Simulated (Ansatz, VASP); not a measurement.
## Fe: VASP beside Ansatz

```xyz
1
Lattice="-1.3808 1.3808 1.3808 1.3808 -1.3808 1.3808 1.3808 1.3808 -1.3808" Properties=species:S:1:pos:R:3 pbc="T T T"
Fe    0.0000    0.0000    0.0000
```

Alike in both runs: task single point; functional PBE; k mesh 16 × 16 × 16; occupations methfessel-paxton of order 1, width 0.1 eV; no spin polarisation.

|  | VASP | Ansatz |
| --- | --- | --- |
| version | VASP 6.6.1 | Ansatz 0.2.0 |
| potentials or method | VASP PAW PBE potentials, release 64 (Fe) | plane waves (420 eV) with PAW, scalar-relativistic |
| plane-wave cutoff (eV) | 520 | 420 |
| valence electrons in the cell | 8 | 16 |

|  | VASP | Ansatz | Ansatz less VASP |
| --- | --- | --- | --- |
| pressure (GPa) | -1.6 | -1.1 | +0.57 |

With one functional, cell and mesh, what is left measures potentials, basis and numerics. The two sets of potentials don't hold the same shells in valence.

Caveats: the run has no spin polarisation, though such a crystal can be magnetic. Spin polarisation is off, so any magnetic state and its effect on volume and gap are missing.
